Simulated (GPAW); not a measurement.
A run of GPAW 26.7.0 is set up as follows.

run.py

```python
from ase import Atoms
from ase.dft.bandgap import bandgap
from ase.io import write
from ase.units import GPa
from gpaw import GPAW, PW, setup_paths

setup_paths.insert(0, '.')

atoms = Atoms(['Ba', 'Ti', 'O', 'O', 'O'],
              cell=[[4.006, 0.0, 0.0],
                    [0.0, 4.006, 0.0],
                    [0.0, 0.0, 4.006]],
              scaled_positions=[[0.5, 0.5, 0.5],
                                [0.0, 0.0, 0.0],
                                [0.0, 0.0, 0.5],
                                [0.0, 0.5, 0.0],
                                [0.5, 0.0, 0.0]],
              pbc=True)

calc = GPAW(mode=PW(800),
            xc='PBEsol',
            kpts={'size': (7, 7, 7), 'gamma': True},
            occupations={'name': 'fermi-dirac', 'width': 0.05},
            setups={'Ti': ':d,6.0'},
            nbands=36,
            convergence={'density': 1e-05, 'energy': 1e-05},
            maxiter=150,
            txt='gpaw.txt')
atoms.calc = calc
energy = atoms.get_potential_energy()
forces = atoms.get_forces()
stress = atoms.get_stress()
calc.write('gs.gpw')
write('result.traj', atoms)
print(f'Energy: {energy:.6f} eV')
print('Forces (eV/A):')
print(forces.round(4))
print('Stress (GPa):', (stress / GPa).round(3))
print('Fermi level:', round(calc.get_fermi_level(), 4), 'eV')
print(f'Gap: {bandgap(calc)[0]:.4f} eV, direct: {bandgap(calc, direct=True)[0]:.4f} eV')

path = atoms.cell.bandpath('GXMGRX,MR', npoints=80, eps=1e-4)
bs_calc = calc.fixed_density(kpts=path, symmetry='off', nbands=53,
                             convergence={'bands': 'CBM+6.0', 'eigenstates': 1e-6}, txt='bands.txt')
bs = bs_calc.band_structure()
bs.write('bs.json')
print(f'Gap on the path: {bandgap(bs_calc)[0]:.4f} eV')
```

Potentials or basis: PAW data sets generated in the run's folder for this functional, pw.

Run with:

```console
$ gpaw-setup -f PBEsol Ba O Ti
$ OMP_NUM_THREADS=1 python run.py
```

Question: What does it give for the pressure?

Answer: -0.4 GPa.

Question: Predict the band gap on the k mesh.

Answer: 2.67 eV, indirect (least direct gap 2.81 eV).

Levels at the corners of the path, in eV from the valence-band top:
```csv
point,band 17,band 18,band 19,band 20,band 21,band 22,band 23,band 24
Γ,-1.13,-0.20,-0.20,-0.20,2.60,2.60,2.60,4.20
X,-1.74,-1.74,-0.83,-0.83,2.84,4.21,4.43,4.43
M,-2.01,-0.90,-0.90,-0.08,4.46,4.46,4.93,4.96
Γ,-1.13,-0.20,-0.20,-0.20,2.60,2.60,2.60,4.20
R,-2.29,0.00,0.00,0.00,5.18,5.18,5.18,6.54
X,-1.74,-1.74,-0.83,-0.83,2.84,4.21,4.43,4.43
M,-2.01,-0.90,-0.90,-0.08,4.46,4.46,4.93,4.96
R,-2.29,0.00,0.00,0.00,5.18,5.18,5.18,6.54
```

Caveat: spin-orbit coupling is left out, which moves the levels of the heavy elements.
